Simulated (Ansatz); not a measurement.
Working through a calculation of the dielectric tensor and Born charges of ZrO2, space group P4_2/nmc

Computed with the Python package of Ansatz (0.2.0).

Run as a notebook:

```python
import ansatz as az
import numpy as np

vectors = np.array([
    [3.5961, 0.0, 0.0],
    [0.0, 3.5961, 0.0],
    [0.0, 0.0, 5.177],
])
crystal = (
    az.Lattice.of(vectors)
    .atom("Zr", (0.0, 0.0, 0.0))
    .atom("Zr", (0.5, 0.5, 0.5))
    .atom("O", (0.0, 0.5, 0.203))
    .atom("O", (0.0, 0.5, 0.703))
    .atom("O", (0.5, 0.0, 0.297))
    .atom("O", (0.5, 0.0, 0.797))
)
```

```python
crystal.resolved().tree()["lattice"]
```

    ((3.5961, 0.0, 0.0), (0.0, 3.5961, 0.0), (0.0, 0.0, 5.177))

```python
# an insulator: whole occupations
calc = (
    crystal.calculation()
    .kpoints(spacing=0.4)
    .basis(34 * az.Ry)
    .pseudopotentials("paw")
    .functional("pbe")
    .occupations("fixed")
    .dielectric()
)
result = calc.run(threads=1, pin="off")
response = result.dielectric
eps = np.asarray(response.eps_inf)
```

    

```python
print(f"mean eps_inf {np.trace(eps) / 3:.3f}, fraction of exact exchange 1/eps = {3 / np.trace(eps):.3f}")
print(np.array2string(eps, precision=3, suppress_small=True))
for site, z in zip(result.lattice.sites, response.zstar_e):
    print(f"{site.symbol:2s} Z* trace/3 = {np.trace(z) / 3:+.3f} e")
print(f"charge neutrality missed by {response.zstar_sum_residual_pre_e:.4f} e before the sum rule")
```

    mean eps_inf 5.544, fraction of exact exchange 1/eps = 0.180
    [[5.74  0.    0.   ]
     [0.    5.74  0.   ]
     [0.    0.    5.151]]
    Zr Z* trace/3 = +5.514 e
    Zr Z* trace/3 = +5.514 e
    O  Z* trace/3 = -2.757 e
    O  Z* trace/3 = -2.757 e
    O  Z* trace/3 = -2.757 e
    O  Z* trace/3 = -2.757 e
    charge neutrality missed by 0.0067 e before the sum rule

What to keep in mind:
- No spin polarisation was allowed.
- With fixed filling the reported Fermi level is the top filled level among the k-points of the SCF.
- This is a high-temperature or high-pressure form, not the ambient phase.
- Averages over directions belong to no single polarisation, least of all in layered crystals.
- Pressure is positive in compression.
- The starting cell is as deposited in a crystallographic database; the results hold for this polymorph, which needn't be the stable one.
- This is the electronic (clamped-ion) response; a semilocal gap that is too small tends to raise it. The typed mesh is that of the SCF; the response is solved on denser meshes that the run picks.
- Timing: 56 s on 1 thread of Arm Neoverse V2 (shared host), peak memory 0.72 GiB.

(Lines on the test bed's own set-up are left out of the output.)
